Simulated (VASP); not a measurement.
**VASP 6.6.1 run: BeSe**

INCAR

```
IBRION = -1
NBANDS = 11
GGA = PE
NELM = 69
LASPH = .TRUE.
ISIF = 2
LWAVE = .FALSE.
LCHARG = .FALSE.
SIGMA = 0.02
NSW = 0
ENCUT = 520
ISMEAR = -1
MAXMIX = 40
LREAL = .FALSE.
PREC = Accurate
EDIFF = 1E-7
```

KPOINTS

```
KPOINTS created by Atomic Simulation Environment
0
Gamma
8 8 8
0 0 0
```

POSCAR

```
Be Se
 1.0000000000000000
     0.0000000000000000    2.5810353736999998    2.5810353736999998
     2.6455612580999999    0.0000000000000000    2.5810353736999998
     2.6455612580999999    2.5810353736999998    0.0000000000000000
 Be  Se
   1   1
Cartesian
  0.0000000000000000  0.0000000000000000  0.0000000000000000
  1.3227806290499999  1.2905176868499999  1.2905176868499999
```

The recommended PBE PAW datasets give the neutral cell 8 valence electrons.

Command

```
mpirun -np 1 vasp_std
```

Question: Predict the outcome of this run.

Answer: It converged. Results: gap between bands v and c on the k mesh 2.60 eV; least direct gap on the k mesh 4.06 eV; pressure -1.0 GPa. Band v is the last that the valence electrons fill when counted band by band, and c is the next.

OSZICAR

```
N       E                     dE             d eps       ncg     rms          rms(c)
DAV:   1     0.223197011420E+02    0.22320E+02   -0.36909E+03  1298   0.612E+02
DAV:   2    -0.762083473799E+01   -0.29941E+02   -0.28712E+02  1716   0.107E+02
DAV:   3    -0.895041377289E+01   -0.13296E+01   -0.13270E+01  1676   0.234E+01
DAV:   4    -0.895638712089E+01   -0.59733E-02   -0.59728E-02  1519   0.179E+00
DAV:   5    -0.895640716025E+01   -0.20039E-04   -0.20039E-04  1668   0.106E-01    0.324E+00
DAV:   6    -0.888073802687E+01    0.75669E-01   -0.43941E-02  1494   0.106E+00    0.202E+00
DAV:   7    -0.885298844212E+01    0.27750E-01   -0.79996E-02  1559   0.146E+00    0.242E-01
DAV:   8    -0.885400945446E+01   -0.10210E-02   -0.21775E-03  1472   0.258E-01    0.740E-02
DAV:   9    -0.885425949318E+01   -0.25004E-03   -0.31576E-04  1607   0.111E-01    0.334E-02
DAV:  10    -0.885426373769E+01   -0.42445E-05   -0.14185E-05  1505   0.188E-02    0.112E-02
DAV:  11    -0.885427132103E+01   -0.75833E-05   -0.10493E-05  1520   0.188E-02    0.184E-03
DAV:  12    -0.885427137469E+01   -0.53665E-07   -0.31180E-07  1682   0.315E-03
   1 F= -.88542714E+01 E0= -.88542714E+01  d E =-.257681E-10
```

For comparison, a separate PBE run of the intended cell, on usual settings and not on those above, gives a gap of 2.60 eV on its mesh and a pressure of -1.0 GPa.
